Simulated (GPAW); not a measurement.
Crystal: TiSi2.

```xyz
3
Lattice="4.3746 0.0000 0.0000 -2.1873 3.7885 0.0000 0.0000 0.0000 2.5610" Properties=species:S:1:pos:R:3 pbc="T T T"
Ti    0.0000    0.0000    0.0000
Si    0.0000    2.5257    1.2805
Si    2.1873    1.2628    1.2805
```

The cell was built by a generator and needn't be a form met in nature.

| Item | Value |
| --- | --- |
| Program | GPAW 26.7.0 |
| Task | relaxation of cell and atoms |
| Functional | PBE |
| Dispersion | D3(op) |
| Potentials or basis | GPAW PAW data sets (gpaw-data 1.2.1) |
| Cutoff | 600 eV |
| Basis | pw |
| k mesh | 6 × 6 × 9 |
| Occupations | fermi-dirac, width 0.05 eV |
| Spin | no spin polarisation |

At the start: pressure -3.6 GPa; volume 14.15 Å³/atom.

Q: Where does the relaxation end?

A: Over 6 steps the energy falls by 4.7 meV/atom and the volume is 13.74 Å³/atom (-2.9 %); space group P6/mmm (No. 191, to 0.05 Å).

Step by step:
```
step  energy change (eV)  largest force (eV/Å)  pressure (GPa)  volume (Å³)
   1              0.0000                0.0000           -3.60        42.45
   2             -0.0039                0.0000           -3.08        42.25
   3             -0.0132                0.0000            0.36        41.09
   4             -0.0134                0.0000            0.19        41.14
   5             -0.0140                0.0000           -0.10        41.22
   6             -0.0142                0.0000           -0.11        41.22
```

Final structure:
```
Ti Si
1.0
     4.31504    0.00000    0.00000
    -2.15752    3.73693    0.00000
     0.00000    0.00000    2.55604
Ti Si
1 2
Cartesian
  0.0000 0.0000 0.0000
  0.0000 2.4913 1.2780
  2.1575 1.2456 1.2780
```

Caveat: later steps reuse the first step's grids; pairwise dispersion overbinds metals, which lowers pressure and volume.
